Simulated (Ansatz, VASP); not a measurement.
KBr: VASP beside Ansatz

```
CELL_PARAMETERS angstrom
3.27453 3.27453 0.00000
-3.27453 3.27453 0.00000
0.00000 3.27453 3.27453
ATOMIC_POSITIONS crystal
K 0.00000 0.00000 0.00000
Br 0.50000 0.50000 0.00000
```

Change from the starting cell: unstrained.

Alike in both runs: task single point; functional PBEsol; k mesh 6 × 6 × 6; non-collinear spin, spin-orbit coupling.

|  | VASP | Ansatz |
| --- | --- | --- |
| version | VASP 6.6.1 | Ansatz 0.2.0 |
| potentials or method | VASP PAW PBE potentials, release 64 (K_sv, Br), cutoff 520 eV | all-electron LAPW |
| occupations | gaussian, width 0.01 eV | fixed |

Ansatz gave:

* gap on the k mesh at the Fermi level (eV): 4.18
* pressure (GPa): 0.0
* net moment per atom (μB): 0.00

Q: Which values does VASP return?

A: gap on the k mesh at the Fermi level (eV): 4.17; pressure (GPa): 0.1; net moment per atom (μB): 0.00.

Ansatz ran all-electron here, so the differences hold the error of VASP's frozen core and of both bases.

Caveats: the PAW data sets were made with another functional, which shifts forces and pressure a little (VASP).
